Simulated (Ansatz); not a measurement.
Chalcopyrite CuInS2 was calculated with BLYP in Ansatz (plane waves, PAW).

Numerical settings: plane-wave cutoff 520 eV, 10×10×10 k mesh, Fermi–Dirac smearing 0.01 eV, no spin polarisation, scalar-relativistic PAW data made under PBE.

The volume scan:

```json
[
 {"V (Å³/atom)": "22.355", "E − E_lowest (meV/atom)": "6.72", "P (GPa)": "2.404"},
 {"V (Å³/atom)": "22.821", "E − E_lowest (meV/atom)": "1.62", "P (GPa)": "1.133"},
 {"V (Å³/atom)": "23.287", "E − E_lowest (meV/atom)": "0.00", "P (GPa)": "0.002"},
 {"V (Å³/atom)": "23.752", "E − E_lowest (meV/atom)": "1.48", "P (GPa)": "-1.001"},
 {"V (Å³/atom)": "24.218", "E − E_lowest (meV/atom)": "5.71", "P (GPa)": "-1.892"}
]
```

**Question.** Fit the third-order Birch–Murnaghan equation and give B0 and B′.

**Answer.** V0 = 23.288 Å³/atom, B0 = 53.2 GPa, B′ = 4.9 (fit to the energies at full precision).

Shape and atoms are relaxed at each volume.

Note: the gap of the solid is closed in this run; this level leaves the solid without a gap, although one is measured; the bulk modulus comes from volumes at which shape and atoms were relaxed.

Spin–orbit coupling is not included; it can open a gap where bands touch, and shift volumes and moduli.

The computed numbers hold no vibrational or temperature effects.

Ansatz is a first-principles code.
